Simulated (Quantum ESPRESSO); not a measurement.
The system is ZrO.

```
Zr O
1.0
     1.82664   -2.91885    0.00000
     1.82664    2.91885    0.00000
     0.00000    0.00000    2.61994
Zr O
1 1
Direct
  0.00000 0.00000 0.00000
  0.50000 0.50000 0.00000
```

The cell was built by a generator and needn't be a form met in nature.

| Item | Value |
| --- | --- |
| Program | Quantum ESPRESSO 7.5 |
| Task | phonons and electron-phonon coupling |
| Functional | PBEsol |
| Potentials or basis | GBRV 1.5 PBEsol |
| Cutoff | 612 eV |
| Density cutoff | 4898 eV |
| k mesh | 6 × 6 × 9 |
| Occupations | methfessel-paxton, width 0.272 eV |
| Spin | no spin polarisation |
| Mixing beta | 0.5 |
| Most SCF iterations | 120 |
| SCF threshold | 4e-10 Ry |
| q mesh | 3 × 3 × 3 |

The cell and the atoms were relaxed first, to 14.73 Å³/atom (a = 3.048 Å, b = 3.048 Å, c = 3.171 Å, α = 90.00°, β = 90.00°, γ = 90.17°), and the response was taken there. The relaxed cell has space group P4/mmm (No. 123).

```
CELL_PARAMETERS angstrom
2.15228 -2.15872 0.00000
2.15228 2.15872 0.00000
0.00000 0.00000 3.17131
ATOMIC_POSITIONS crystal
Zr 0.00000 0.00000 0.00000
O 0.50000 0.50000 0.00000
```

Question: Is this structure dynamically stable at this level, and how far does the spectrum reach?

Answer: No: the interpolated spectrum has imaginary modes, down to 44i cm⁻¹ near Y. The highest frequency is 556 cm⁻¹.

Phonon frequencies at the corners of the path (cm⁻¹, interpolated; i marks imaginary ones):
```
point              frequencies
    Γ        0 0 0 302 505 512
    X   43i 63 181 256 454 486
    S   39 175 237 247 462 533
    R  105 172 214 282 504 553
    A  175 194 220 256 495 514
    Z    38 39 147 233 507 511
    Y   44i 63 181 256 454 486
   X1   43i 63 181 256 454 486
   A1  175 194 220 256 495 514
    T  175 194 220 256 495 514
```

Phonon states per cell in windows of 50 cm⁻¹ (negative: imaginary):
```
from (cm⁻¹)  total    Zr     O
        -50   0.00  0.00  0.00
          0   0.15  0.14  0.01
         50   0.47  0.44  0.03
        100   0.76  0.72  0.04
        150   0.93  0.88  0.06
        200   1.09  0.51  0.59
        250   0.59  0.20  0.40
        300   0.00  0.00  0.00
        350   0.00  0.00  0.00
        400   0.00  0.00  0.00
        450   0.99  0.07  0.92
        500   0.99  0.05  0.95
        550   0.01  0.00  0.01
```

Caveat: the k mesh is coarse; the mesh is thin for the phonons of a metal; some modes are imaginary; the cell relaxed to another space group than the one typed; the interpolated spectrum has imaginary branches, which spoil the λ, ω_log and α²F that the log prints; λ from interpolated matrix elements is rough: modes that symmetry makes equal can differ by tens of percent.
